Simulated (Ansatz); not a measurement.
Start from LaAlO3 (space group R-3c, No. 167).

```
LaAlO3
1.0
    2.70622     1.56244     4.39751
   -2.70622     1.56244     4.39751
    0.00000    -3.12488     4.39751
La Al O
2 2 6
Direct
  0.25000   0.25000   0.25000
  0.75000   0.75000   0.75000
  0.00000   0.00000   0.00000
  0.50000   0.50000   0.50000
  0.78870   0.71130   0.25000
  0.25000   0.78870   0.71130
  0.71130   0.25000   0.78870
  0.21130   0.28870   0.75000
  0.75000   0.21130   0.28870
  0.28870   0.75000   0.21130
```

All numbers come from Kohn–Sham DFT with the PBE functional, run in Ansatz (an electronic-structure program) with PAW and 420 eV plane waves, without spin-orbit coupling, earlier PAW set.

Base values:

| Item | Result |
|---|---|
| Volume per atom | 11.16 Å³ |
| c/a ratio | 2.437 |
| Smallest direct gap | 4.08 eV |

It is then changed as follows: a hydrostatic pressure of 1.8 GPa.

### Question
What does the calculation give for the volume per atom after the change?

### Answer
The volume per atom decreases by 0.11 Å³ to 11.05 Å³.

### Question
Predict the new c/a ratio.

### Answer
The c/a ratio hardly moves (2.437 against 2.438).

### Question
What does the calculation give for the smallest direct gap after the change?

### Answer
The smallest direct gap falls by 0.015 eV, from 4.08 eV to 4.06 eV.

Load acts through the strain it causes; cell and atoms are relaxed under it. Stability against distortions was not tested.
